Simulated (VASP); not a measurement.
# In (P-1) in VASP: a series of runs, part 2 of 2

VASP 6.6.1.

### 4 Single point, PBE (all atoms moved at random, cell strained at random)

INCAR reads:

```
  PREC = Accurate
  ENCUT = 520
  EDIFF = 1E-6
  ISMEAR = 0
  SIGMA = 0.1
  LREAL = False
  LASPH = True
  NELM = 100
  ALGO = Fast
  ISIF = 2
  LWAVE = False
  LCHARG = False
  GGA = PE
  NBANDS = 12
```

KPOINTS reads:

```
Automatic mesh
0
Gamma
  14 14 16
```

POSCAR reads:

```
In
1.0
   -1.7497326555      1.6876645950      2.5671968100
    1.6507746555     -1.6834094010      2.4993538320
    1.7146403385      1.6483170840     -2.5643998320
In
1
Direct
    0.0000000000      0.0000000000      0.0000000000
```

Potentials or basis: VASP PAW PBE potentials, release 64 (In_d).

Run with:

```bash
cat potpaw_PBE.64/In_d/POTCAR > POTCAR
mpirun -np 1 vasp_std > vasp.out
```

OUTCAR:

```text
PREC = Accurate
   ENCUT = 520
   EDIFF = 1E-6
   ISMEAR = 0
   LREAL = False
   LASPH = True
   NELM = 100
   ISIF = 2
   GGA = PE

 ion  position               nearest neighbor table
   1  0.000  0.000  0.000-

  LATTYP: Found a triclinic cell.
 ALAT       =     5.8539926877
 B/A-ratio  =     0.5869398287
 C/A-ratio  =     0.8010659757
 COS(alpha) =     0.0133260897
 COS(beta)  =     0.4046851393
 COS(gamma) =     0.8686723777

  Lattice vectors:

 A1 = (   1.6858669725,  -5.0193910800,   2.4965568540)
 A2 = (   1.6507746555,  -1.6834094010,   2.4993538320)
 A3 = (  -3.3303226770,  -3.3008893620,   0.0622490220)

Analysis of symmetry for initial positions (statically):
=====================================================================
 Subroutine PRICEL returns:
 Original cell was already a primitive cell.

 Routine SETGRP: Setting up the symmetry group for a
 triclinic supercell.

 Subroutine GETGRP returns: Found  2 space group operations
 (whereof  2 operations were pure point group operations)
 out of a pool of  2 trial point group operations.

The static configuration has the point symmetry S_2 .

Analysis of symmetry for dynamics (positions and initial velocities):
=====================================================================
 Subroutine PRICEL returns:
 Original cell was already a primitive cell.

 Routine SETGRP: Setting up the symmetry group for a
 triclinic supercell.

 Subroutine GETGRP returns: Found  2 space group operations
 (whereof  2 operations were pure point group operations)
 out of a pool of  2 trial point group operations.

The dynamic configuration has the point symmetry S_2 .

 Subroutine INISYM returns: Found  2 space group operations
 (whereof  2 operations are pure point group operations),
 and found     1 'primitive' translations

----------------------------------------------------------------------------------------

                                     Primitive cell

  volume of cell :      28.4271

  direct lattice vectors                    reciprocal lattice vectors
    -1.749732655  1.687664595  2.567196810     0.006937289  0.299669428  0.197256757
     1.650774656 -1.683409401  2.499353832     0.301099823  0.002996959  0.203251395
     1.714640338  1.648317084 -2.564399832     0.300407282  0.302917218  0.005613036

  length of vectors
     3.535572883  3.435941465  3.497583051     0.358831605  0.363292189  0.426655461

  position of ions in fractional coordinates (direct lattice)
     0.000000000  0.000000000  0.000000000

  ion indices of the primitive-cell ions
   primitive index   ion index
                 1           1

----------------------------------------------------------------------------------------

 KPOINTS: Automatic mesh

Automatic generation of k-mesh.
 Grid dimensions read from file:
 generate k-points for:   14   14   16

 Generating k-lattice:

  Cartesian coordinates                     Fractional coordinates (reciprocal lattice)
     0.000495521  0.021404959  0.014089768     0.071428571  0.000000000  0.000000000
     0.021507130  0.000214069  0.014517957     0.000000000  0.071428571  0.000000000
     0.018775455  0.018932326  0.000350815     0.000000000 -0.000000000  0.062500000

  Length of vectors
     0.025630829  0.025949442  0.026665966

  Shift w.r.t. Gamma in fractional coordinates (k-lattice)
     0.000000000  0.000000000  0.000000000

 Subroutine IBZKPT returns following result:
 ===========================================

 Found   1572 irreducible k-points:

 Following reciprocal coordinates:
            Coordinates               Weight
  0.000000  0.000000  0.000000      1.000000
  0.071429  0.000000  0.000000      2.000000
  0.142857  0.000000  0.000000      2.000000
  0.214286  0.000000 -0.000000      2.000000
  0.285714  0.000000  0.000000      2.000000
  0.357143 -0.000000  0.000000      2.000000
[... 16 lines left out ...]
  0.000000  0.142857  0.000000      2.000000
  0.071429  0.142857  0.000000      2.000000
 [... further k-points ...]
   k-points           NKPTS =   1572   k-points in BZ     NKDIM =   1572   number of bands    NBANDS=     12
   number of dos      NEDOS =    301   number of ions     NIONS =      1
   total plane-waves  NPLWV =  21952
   dimension x,y,z NGX =    28 NGY =   28 NGZ =   28
   dimension x,y,z NGXF=    56 NGYF=   56 NGZF=   56
   ions per type =               1
   NGX,Y,Z   is equivalent  to a cutoff of  13.17, 13.55, 13.31 a.u.
   NGXF,Y,Z  is equivalent  to a cutoff of  26.33, 27.10, 26.62 a.u.
 SYSTEM =  unknown system
   PREC   = accura    normal or accurate (medium, high low for compatibility)
   ISTART =      0    job   : 0-new  1-cont  2-samecut
   ICHARG =      2    charge: 1-file 2-atom 10-const
   ISPIN  =      1    spin polarized calculation?
   LNONCOLLINEAR =      F non collinear calculations
   LSORBIT =      F    spin-orbit coupling
   LASPH  =      T    aspherical Exc in radial PAW
   ENCUT  =  520.0 eV  38.22 Ry    6.18 a.u.   6.57  6.39  6.50*2*pi/ulx,y,z
   NELM   =    100;   NELMIN=  2; NELMDL= -5     # of ELM steps
   EDIFF  = 0.1E-05   stopping-criterion for ELM
   LREAL  =      F    real-space projection
   EDIFFG = 0.1E-04   stopping-criterion for IOM
   NSW    =      0    number of steps for IOM
   IBRION =     -1    ionic relax: 0-MD 1-quasi-New 2-CG
   NFREE  =      0    steps in history (QN), initial steepest desc. (CG)
   ISIF   =      2    stress and relaxation
   ISYM   =      2    0-nonsym 1-usesym 2-fastsym
   POTIM  = 0.5000    time-step for ionic-motion
   TEBEG  =    0.0;   TEEND  =   0.0 temperature during run
   PSTRESS=    0.0 pullay stress
   NELECT =      13.0000    total number of electrons
   NUPDOWN=      -1.0000    fix difference up-down
   EMIN   =  10.00;   EMAX   =-10.00  energy-range for DOS
   EFERMI =   0.00;   METHOD = LEGACY
   ISMEAR =     0;   SIGMA  =   0.10  broadening in eV -4-tet -1-fermi 0-gaus
   EFERMI_NEDOS =   21; number of points for ismear=-14 and -15
   IALGO  =     68    algorithm
   IMIX   =      4    mixing-type and parameters
     AMIX     =   0.40;   BMIX     =  1.00
     AMIX_MAG =   1.60;   BMIX_MAG =  1.00
  volume/ion in A,a.u.               =      28.43       191.84
  Fermi-wavevector in a.u.,A,eV,Ry     =   1.261280  2.383474 21.644533  1.590828
  Thomas-Fermi vector in A             =   2.394747
   LORBIT       =      0    0 simple, 1 ext, 2 COOP (PROOUT), +10 PAW based schemes
   GGA     = PE    functional components
   LHFCALC =     F    Hartree Fock is set to
   AEXX    =    0.0000 exact exchange contribution
   IVDW    =     0    specifies the selected vdW correction
   LEPSILON=     F    determine dielectric tensor
   LRPA    =     F    only Hartree local field effects (RPA)
 non-spin polarized calculation
 RMM-DIIS sequential band-by-band and
 Gauss-broadening in eV      SIGMA  =   0.10
  energy-cutoff  :      520.00
  volume of cell :       28.43
 maximum number of plane-waves:       781
   NGX = 13   NGY = 13   NGZ = 13

 number of electron      12.9999999 magnetization

 Free energy of the ion-electron system (eV)
  ---------------------------------------------------
  ext. energy  EPLUGINS =         0.00000000
  ---------------------------------------------------
  free energy    TOTEN  =        -2.55699139 eV

  energy without entropy =       -2.55457912  energy(sigma->0) =       -2.55578525

 E-fermi :   6.6392     XC(G=0):  -9.8644

 val. band max:        6.6370607561   @ k =   0.1429  -0.1429   0.4375
 cond. band min:       6.6408752060   @ k =  -0.2143   0.0000   0.4375
 fundamental gap:      0.0038144499
 Fermi energy:         6.6392110083

 k-point     1 :       0.0000    0.0000    0.0000
  band No.  band energies     occupation
      1      -8.0012      2.00000
      2      -7.9309      2.00000
      3      -7.9119      2.00000
      4      -7.8488      2.00000
      5      -7.7717      2.00000
      6      -2.3772      2.00000
      7      15.8702      0.00000
      8      16.5446      0.00000
      9      16.8836      0.00000
     10      18.1300      0.00000
     11      19.3543      0.00000
     12      20.1482      0.00000
[... 331 lines left out ...]
 k-point    24 :       0.0714    0.1429    0.0000
  band No.  band energies     occupation
      1      -7.9778      2.00000
      2      -7.9117      2.00000
      3      -7.8822      2.00000
      4      -7.8455      2.00000
      5      -7.7764      2.00000
      6      -1.6944      2.00000
      7      12.6414      0.00000
      8      14.0737      0.00000
      9      15.8552      0.00000
     10      17.8613      0.00000
     11      18.9021      0.00000
     12      20.2807      0.00000

 [... further k-points ...]

------------------------ aborting loop because EDIFF is reached ----------------------------------------

  FORCE on cell =-STRESS in cart. coord.  units (eV):
  Direction    XX          YY          ZZ          XY          YZ          ZX
  --------------------------------------------------------------------------------------
  -------------------------------------------------------------------------------------
  Total       -0.2241881     -0.1888793     -0.1940024      0.0204195      0.0163979      0.0064103
  in kB      -12.6354395    -10.6454043    -10.9341420      1.1508633      0.9242025      0.3612912
  external PRESSURE =     -11.4049953 kB  Pullay stress =       0.0000000 kB

 VOLUME and BASIS-vectors are now :
 -----------------------------------------------------------------------------
  energy-cutoff  :      520.00
  volume of cell :       28.43
      direct lattice vectors                 reciprocal lattice vectors
    -1.749732655  1.687664595  2.567196810     0.006937289  0.299669428  0.197256757
     1.650774656 -1.683409401  2.499353832     0.301099823  0.002996959  0.203251395
     1.714640338  1.648317084 -2.564399832     0.300407282  0.302917218  0.005613036

 POSITION                                       TOTAL-FORCE (eV/Angst)
 -----------------------------------------------------------------------------------
      0.00000      0.00000      0.00000         0.000000      0.000000     -0.000000
 -----------------------------------------------------------------------------------
    total drift:                               -0.000000     -0.000000     -0.000000

  FREE ENERGIE OF THE ION-ELECTRON SYSTEM (eV)
  ---------------------------------------------------
  free  energy   TOTEN  =        -2.5569913875 eV

  energy  without entropy=       -2.5545791207  energy(sigma->0) =       -2.55578525
```

stdout:

```text
POSCAR found type information on POSCAR In
 POSCAR found :  1 types and       1 ions
 scaLAPACK will be used
 LDA part: xc-table for (Slater+PW92), standard interpolation
 POSCAR, INCAR and KPOINTS ok, starting setup
 FFT: planning ... GRIDC
 FFT: planning ... GRID_SOFT
 FFT: planning ... GRID
 WAVECAR not read
 entering main loop
WARNING in EDDRMM: call to ZHEGV failed, returncode =   6  3     11
WARNING in EDDRMM: call to ZHEGV failed, returncode =   6  3     10
WARNING in EDDRMM: call to ZHEGV failed, returncode =   8  4     11
WARNING in EDDRMM: call to ZHEGV failed, returncode =   8  4     11
WARNING in EDDRMM: call to ZHEGV failed, returncode =   8  4     10
WARNING in EDDRMM: call to ZHEGV failed, returncode =   6  3     10
WARNING in EDDRMM: call to ZHEGV failed, returncode =   6  3     10
WARNING in EDDRMM: call to ZHEGV failed, returncode =   6  3     12
WARNING in EDDRMM: call to ZHEGV failed, returncode =   6  3     11
WARNING in EDDRMM: call to ZHEGV failed, returncode =   8  4     11
WARNING in EDDRMM: call to ZHEGV failed, returncode =   6  3     11
WARNING in EDDRMM: call to ZHEGV failed, returncode =   6  3     11
WARNING in EDDRMM: call to ZHEGV failed, returncode =   6  3     10
WARNING in EDDRMM: call to ZHEGV failed, returncode =   6  3     11
WARNING in EDDRMM: call to ZHEGV failed, returncode =   6  3     11
WARNING in EDDRMM: call to ZHEGV failed, returncode =   6  3     11
```

Wall time 5.6 min (1 thread of Intel Xeon 6975P-C (Granite Rapids), shared host); peak memory 0.58 GiB.

What came out:

- Free energy: -2.5570 eV
- Pressure: -1.1 GPa
- Band gap on the k mesh: none (metal or under the smearing width)

### 5 Summary

```tsv
potentials or basis	cell	k mesh	gap on the mesh (eV)	pressure (GPa)
VASP PAW PBE potentials, release 64 (In_d)	strained and moved within a subgroup	14 × 14 × 16	none	3.6
VASP PAW PBE potentials, release 64 (Tl_d)	In replaced by Tl, lengths x 1.013, strained and moved within the space group	8 × 8 × 8	none	7.2
VASP PAW PBE potentials, release 64 (In_d)	all atoms moved at random, cell strained at random	14 × 14 × 16	none	-1.1
```

Alike in all rows: task single point; level PBE; no spin polarisation; cutoff (eV) 520; smearing gaussian 0.1 eV.

Total energies depend on the potentials used, so only differences within one code and one set of settings carry meaning.
